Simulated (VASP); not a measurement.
## ZrSe2 under changes of volume

One of the cells (26.300 Å³/atom); the others are scaled copies at fixed shape and fractional positions:

```
CELL_PARAMETERS angstrom
3.82315 0.00000 0.00000
-1.91158 3.31095 0.00000
0.00000 0.00000 6.23301
ATOMIC_POSITIONS crystal
Zr 0.00000 0.00000 0.00000
Se 0.66667 0.33333 0.75000
Se 0.33333 0.66667 0.25000
```

```yaml
Program: VASP 6.6.1
Functional: PBE
Potentials_or_basis: VASP PAW PBE potentials, release 64 (Zr_sv, Se)
Cutoff: 520 eV
k_mesh: 8 × 8 × 5
Occupations: fermi-dirac, width 0.05 eV
Spin: no spin polarisation
```

| volume (Å³/atom) | energy over the lowest point (meV/atom) | pressure (GPa) | gap on the mesh (eV) | largest force (eV/Å) |
| --- | --- | --- | --- | --- |
| 24.237 | 50.59 | 7.8 | 0.33 | 1.040 |
| 24.753 | 28.73 | 5.7 | 0.36 | 0.775 |
| 25.268 | ? | ? | ? | ? |
| 26.300 | 0.00 | 0.4 | 0.43 | 0.089 |
| 26.815 | 0.83 | -1.0 | 0.45 | 0.109 |
| 27.331 | 6.05 | -2.3 | 0.47 | 0.293 |

**Question.** What does the run at 25.268 Å³/atom give?

**Answer.** Energy over the lowest point 13.41 meV/atom; pressure 3.8 GPa; gap on the mesh 0.39 eV; largest force 0.530 eV/Å.

Worked out: A Birch-Murnaghan fit of order 3 (a polynomial in V^(-2/3)) to the other rows has its minimum at 26.46 Å³/atom with B0 = V·E''(V) = 75 GPa and B' = 4.0 at fixed shape and positions, which overstates the stiffness. It gives 13.44 meV/atom at 25.268 Å³/atom, against the run's 13.41, and -dE/dV = 3.8 GPa, against 3.8. A straight line through the other rows of the gap, of slope 1.16 eV per unit of ln V, gives 0.38 eV, against the run's 0.39.

Energies are extrapolated to zero smearing.

Caveats: an odd mesh through Γ misses points on the zone boundary, where band edges often lie; this functional lacks dispersion, which binds the layers, so the pressure and a relaxed spacing across them are unreliable; forces of over 1 eV/Å show positions far from the minimum, so gaps and moduli don't describe the material at rest (some runs). Spin-orbit coupling on Se, Zr is left out.
